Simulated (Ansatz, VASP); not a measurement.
# Two plane-wave programs on Ni

```
Ni
1.0
     2.53228    0.00000    0.00000
    -1.26614    2.19302    0.00000
     0.00000    0.00000    8.16711
Ni
4
Direct
  0.00000 0.00000 0.00000
  0.00000 0.00000 0.50000
  0.33333 0.66667 0.75000
  0.66667 0.33333 0.25000
```

Alike in both runs: task single point; functional PBEsol; k mesh 9 × 9 × 2; occupations gaussian, width 0.1 eV; collinear spin.

|  | VASP | Ansatz |
| --- | --- | --- |
| version | VASP 6.6.1 | Ansatz 0.2.0 |
| potentials or method | VASP PAW PBE potentials, release 64 (Ni) | scalar-relativistic, plane waves, PAW |
| plane-wave cutoff (eV) | 520 | 420 |
| valence electrons in the cell | 40 | 72 |

Ansatz gave:

```
gap on the k mesh at the Fermi level (eV)                     : none
pressure (GPa)                                                : -16.0
largest component of the traceless stress (GPa)               : 3.24
net moment per atom (μB)                                      : 0.67
size of the moment on the site where the two differ most (μB) : 0.72
```

Q: Estimate VASP's values.

A: gap on the k mesh at the Fermi level (eV): none; pressure (GPa): -15.9; largest component of the traceless stress (GPa): 3.35; net moment per atom (μB): 0.64; size of the moment on the site where the two differ most (μB): 0.66.

Site moments also hang on the region over which each program counts them. A gap of «none» marks a metal or a gap that the smearing closes. The two sets of potentials don't hold the same shells in valence.

Caveats: the k mesh is coarse (spacing up to 0.38 Å⁻¹), so the values aren't converged; so large a pressure means that the cell lies far from this level's equilibrium, or that cutoff or potentials fall short (VASP); the potentials were made for another functional, which shifts forces and pressure (VASP).
